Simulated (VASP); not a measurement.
# Al in VASP: relaxation of the atoms with PBE

Aim: the relaxation of the atoms of Al with PBE.

Everything below comes from runs of VASP 6.6.1. Logs are shortened: lines on timing, memory, paths and dates and some standing lists are left out, and cuts for length are marked.

## 1. Starting point

The cell holds a slab with vacuum, 15 atoms: a = 3.867 Å, b = 10.231 Å, c = 27.067 Å, α = 90.00°, β = 90.00°, γ = 100.89°.

The cell was built by a generator and needn't be a form met in nature.

## 2. Relaxation of the atoms, PBE

The input, INCAR:

```
SYSTEM = Al
PREC = Accurate ; ENCUT = 520
EDIFF = 1E-7 ; ISMEAR = 1
SIGMA = 0.1 ; LREAL = .False.
LASPH = .True. ; NELM = 120
ALGO = Fast ; ISIF = 2
LWAVE = .False. ; LCHARG = .False.
LDIPOL = .True. ; IDIPOL = 3
DIPOL = 0.5 0.5 0.500 ; GGA = PE
IBRION = 2 ; NSW = 90
EDIFFG = -0.02 ; KPAR = 4
```

The input, KPOINTS:

```
regular mesh
0
Gamma
  9 4 1
  0 0 0
```

The input, POSCAR:

```
Al
1.0
    3.8668983000      0.0000000000      0.0000000000
   -1.9334491000     10.0464965000      0.0000000000
    0.0000000000      0.0000000000     27.0674611300
Al
15
Direct
    1.0000000000      1.0000000000      0.4230906400
    0.4000000000      0.8000000000      0.4230906400
    0.8000000000      0.6000000000      0.4230906400
    0.2000000000      0.4000000000      0.4230906400
    0.6000000000      0.2000000000      0.4230906400
    0.9000000000      0.8000000000      0.5000000000
    0.3000000000      0.6000000000      0.5000000000
    0.7000000000      0.4000000000      0.5000000000
    0.1000000000      0.2000000000      0.5000000000
    0.5000000000      0.0000000000      0.5000000000
    0.8000000000      0.6000000000      0.5769093600
    0.2000000000      0.4000000000      0.5769093600
    0.6000000000      0.2000000000      0.5769093600
    0.0000000000      0.0000000000      0.5769093600
    0.4000000000      0.8000000000      0.5769093600
```

Potentials or basis: VASP PAW PBE potentials, release 64 (Al).

Launch:

```sh
$ cat potpaw_PBE.64/Al/POTCAR > POTCAR
$ mpirun -np 4 vasp_std > vasp.out
```

OUTCAR:

```text
SYSTEM = Al
   PREC = Accurate
   ENCUT = 520
   EDIFF = 1E-7
   ISMEAR = 1
   LREAL = .False.
   LASPH = .True.
   NELM = 120
   ISIF = 2
   GGA = PE
   IBRION = 2
   NSW = 90
   EDIFFG = -0.02

 ion  position               nearest neighbor table
   1  0.000  0.000  0.423-   2 2.79   5 2.79   5 2.79   2 2.79  10 2.84  10 2.84   9 2.89   6 2.89

   2  0.400  0.800  0.423-   3 2.79   1 2.79   3 2.79   1 2.79   6 2.84   6 2.84   7 2.89  10 2.89

   3  0.800  0.600  0.423-   2 2.79   4 2.79   2 2.79   4 2.79   7 2.84   7 2.84   6 2.89   8 2.89
[... 32 lines left out ...]
 A1 = (   1.9334491000, -10.0464965000,   0.0000000000)
 A2 = (   1.9334492000,  10.0464965000,   0.0000000000)
 A3 = (   0.0000000000,   0.0000000000,  27.0674611300)

Analysis of symmetry for initial positions (statically):
=====================================================================
 Subroutine PRICEL returns following result:

  LATTYP: Found a base centered orthorhombic cell.
 ALAT       =     3.8668983000
 B/A-ratio  =     1.0392304861
 C/A-ratio  =     6.9997861413

  Lattice vectors:

 A1 = (  -1.9334491400,   2.0092993000,   0.0000000000)
 A2 = (  -1.9334491600,  -2.0092993000,   0.0000000000)
 A3 = (   0.0000000000,   0.0000000000,  27.0674611300)

   5 primitive cells build up your supercell.

 Routine SETGRP: Setting up the symmetry group for a
 base centered orthorhombic supercell.

 Subroutine GETGRP returns: Found  8 space group operations
 (whereof  8 operations were pure point group operations)
 out of a pool of  8 trial point group operations.

The static configuration has the point symmetry D_2h.

Analysis of symmetry for dynamics (positions and initial velocities):
=====================================================================
 Subroutine PRICEL returns following result:

  LATTYP: Found a base centered orthorhombic cell.
 ALAT       =     3.8668983000
 B/A-ratio  =     1.0392304861
 C/A-ratio  =     6.9997861413

  Lattice vectors:

 A1 = (  -1.9334491400,   2.0092993000,   0.0000000000)
 A2 = (  -1.9334491600,  -2.0092993000,   0.0000000000)
 A3 = (   0.0000000000,   0.0000000000,  27.0674611300)

   5 primitive cells build up your supercell.

 Routine SETGRP: Setting up the symmetry group for a
[... 141 lines left out ...]
   IALGO  =     68    algorithm
   IMIX   =      4    mixing-type and parameters
     AMIX     =   0.40;   BMIX     =  1.00
     AMIX_MAG =   1.60;   BMIX_MAG =  1.00
  volume/ion in A,a.u.               =      70.10       473.08
  Fermi-wavevector in a.u.,A,eV,Ry     =   0.572626  1.082105  4.461350  0.327900
  Thomas-Fermi vector in A             =   1.613575
   LORBIT       =      0    0 simple, 1 ext, 2 COOP (PROOUT), +10 PAW based schemes
   GGA     = PE    functional components
   LHFCALC =     F    Hartree Fock is set to
   AEXX    =    0.0000 exact exchange contribution
   IVDW    =     0    specifies the selected vdW correction
   LEPSILON=     F    determine dielectric tensor
   LRPA    =     F    only Hartree local field effects (RPA)
 conjugate gradient relaxation of ions
 non-spin polarized calculation
 RMM-DIIS sequential band-by-band and
 Methfessel and Paxton  Order N= 1 SIGMA  =   0.10
  energy-cutoff  :      520.00
  volume of cell :     1051.54
 maximum number of plane-waves:     28381
 NGX is ok and might be reduce to    30
   NGX = 15   NGY = 37   NGZ =101

--------------------------------------- Ionic step        1  -------------------------------------------

 number of electron      45.0000000 magnetization

 Free energy of the ion-electron system (eV)
  ---------------------------------------------------
  ext. energy  EPLUGINS =         0.00000000
  ---------------------------------------------------
  free energy    TOTEN  =       -51.61119269 eV

  energy without entropy =      -51.61147360  energy(sigma->0) =      -51.61128633

------------------------ aborting loop because EDIFF is reached ----------------------------------------

  FORCE on cell =-STRESS in cart. coord.  units (eV):
  Direction    XX          YY          ZZ          XY          YZ          ZX
  --------------------------------------------------------------------------------------
  -------------------------------------------------------------------------------------
  Total       -0.8065795     -4.6832201      2.0470823     -0.0000000      0.0000000      0.0000000
  in kB       -1.2289462     -7.1355958      3.1190402     -0.0000000      0.0000000      0.0000000
  external PRESSURE =      -1.7485006 kB  Pullay stress =       0.0000000 kB
[... 128 lines left out ...]
  FREE ENERGIE OF THE ION-ELECTRON SYSTEM (eV)
  ---------------------------------------------------
  free  energy   TOTEN  =       -51.6265124174 eV

  energy  without entropy=      -51.6282227469  energy(sigma->0) =      -51.62708253

 dipolmoment           0.000000      0.000000      0.000000 electrons x Angstroem

--------------------------------------- Ionic step        4  -------------------------------------------

 number of electron      44.9999999 magnetization

 dipolmoment           0.000000      0.000000     -0.000000 electrons x Angstroem

 Free energy of the ion-electron system (eV)
  ---------------------------------------------------
  ext. energy  EPLUGINS =         0.00000000
  ---------------------------------------------------
  free energy    TOTEN  =       -51.63474373 eV

  energy without entropy =      -51.63643987  energy(sigma->0) =      -51.63530911

 E-fermi :  -1.3764     XC(G=0):  -3.1259

 val. band max:       -1.3964349127   @ k =   0.3333   0.0000   0.0000
 cond. band min:      -1.3649743808   @ k =  -0.2222   0.2500   0.0000
 fundamental gap:      0.0314605319
 Fermi energy:        -1.3763566419

 k-point     1 :       0.0000    0.0000    0.0000
  band No.  band energies     occupation
      1     -11.7732      2.00000
      2     -10.3197      2.00000
      3     -10.3197      2.00000
      4      -9.7192      2.00000
      5      -8.2803      2.00000
      6      -8.2803      2.00000
[... 616 lines left out ...]
     29      -0.5229     -0.00000
     30       0.0270     -0.00000

------------------------ aborting loop because EDIFF is reached ----------------------------------------

 vacuum level on the upper side and lower side of the slab       (xc-potential included)        -0.045        -0.045

  FORCE on cell =-STRESS in cart. coord.  units (eV):
  Direction    XX          YY          ZZ          XY          YZ          ZX
  --------------------------------------------------------------------------------------
  -------------------------------------------------------------------------------------
  Total       -3.1189181     -5.4683297     -0.1076608     -0.0000000      0.0000000      0.0000000
  in kB       -4.7521445     -8.3318293     -0.1640375     -0.0000000      0.0000000      0.0000000
  external PRESSURE =      -4.4160038 kB  Pullay stress =       0.0000000 kB
[... 30 lines left out ...]
  FREE ENERGIE OF THE ION-ELECTRON SYSTEM (eV)
  ---------------------------------------------------
  free  energy   TOTEN  =       -51.6347437287 eV

  energy  without entropy=      -51.6364398657  energy(sigma->0) =      -51.63530911

 reached required accuracy - stopping structural energy minimisation

 vacuum level on the upper side and lower side of the slab         2.896         2.896
```

OSZICAR:

```text
N       E                     dE             d eps       ncg     rms          rms(c)
DAV:   1     0.213458711609E+03    0.21346E+03   -0.12324E+04  1140   0.985E+02
DAV:   2    -0.403172927673E+02   -0.25378E+03   -0.24557E+03  1600   0.174E+02
DAV:   3    -0.535411591276E+02   -0.13224E+02   -0.12749E+02  1334   0.428E+01
[... 82 lines left out ...]
RMM:  18    -0.516347414111E+02   -0.14214E-05   -0.10512E-07   694   0.120E-03    0.294E-03
RMM:  19    -0.516347427993E+02   -0.13882E-05   -0.56824E-08   599   0.747E-04    0.343E-04
RMM:  20    -0.516347432290E+02   -0.42969E-06   -0.18182E-08   459   0.542E-04    0.346E-04
RMM:  21    -0.516347436571E+02   -0.42808E-06   -0.14328E-08   400   0.499E-04    0.998E-05
RMM:  22    -0.516347437287E+02   -0.71618E-07   -0.67038E-10   198   0.381E-04
   4 F= -.51634744E+02 E0= -.51635309E+02  d E =-.235510E-01
```

Wall time 19 min (4 MPI ranks of Intel Xeon Platinum 8488C (Sapphire Rapids), shared host); peak memory 1.3 GiB.

Results:

| Property | Result |
| --- | --- |
| Free energy | -51.6347 eV |
| Energy gained by relaxing | 1.6 meV/atom |
| Ionic steps | 4 |
| Largest force after relaxing | 0.005 eV/Å |
| Band gap on the k mesh | none (metal or under the smearing width) |

Forces on the atoms (eV/Å):
```
Al   0.000  0.000  0.005
Al   0.000  0.000  0.005
Al   0.000  0.000  0.005
Al   0.000  0.000  0.005
Al   0.000  0.000  0.005
Al   0.000  0.000  0.000
Al   0.000  0.000  0.000
Al   0.000  0.000  0.000
Al   0.000  0.000  0.000
Al   0.000  0.000  0.000
Al   0.000  0.000 -0.005
Al   0.000  0.000 -0.005
Al   0.000  0.000 -0.005
Al   0.000  0.000 -0.005
Al   0.000  0.000 -0.005
```

Step by step:
| step | energy change (eV) | largest force (eV/Å) | pressure (GPa) |
| --- | --- | --- | --- |
| 1 | 0.0000 | 0.0989 | -0.17 |
| 2 | -0.0045 | 0.0900 | -0.20 |
| 3 | -0.0153 | 0.0611 | -0.29 |
| 4 | -0.0236 | 0.0045 | -0.44 |

Final structure:
```xyz
15
Lattice="3.8669 0.0000 0.0000 -1.9334 10.0465 0.0000 0.0000 0.0000 27.0675" Properties=species:S:1:pos:R:3 pbc="T T T"
Al    0.0000    0.0000   11.4043
Al    0.0000    8.0372   11.4043
Al    1.9334    6.0279   11.4043
Al    0.0000    4.0186   11.4043
Al    1.9334    2.0093   11.4043
Al    1.9334    8.0372   13.5337
Al    0.0000    6.0279   13.5337
Al    1.9334    4.0186   13.5337
Al    0.0000    2.0093   13.5337
Al    0.0000   10.0465   13.5337
Al    1.9334    6.0279   15.6632
Al    0.0000    4.0186   15.6632
Al    1.9334    2.0093   15.6632
Al    1.9334   10.0465   15.6632
Al    0.0000    8.0372   15.6632
```
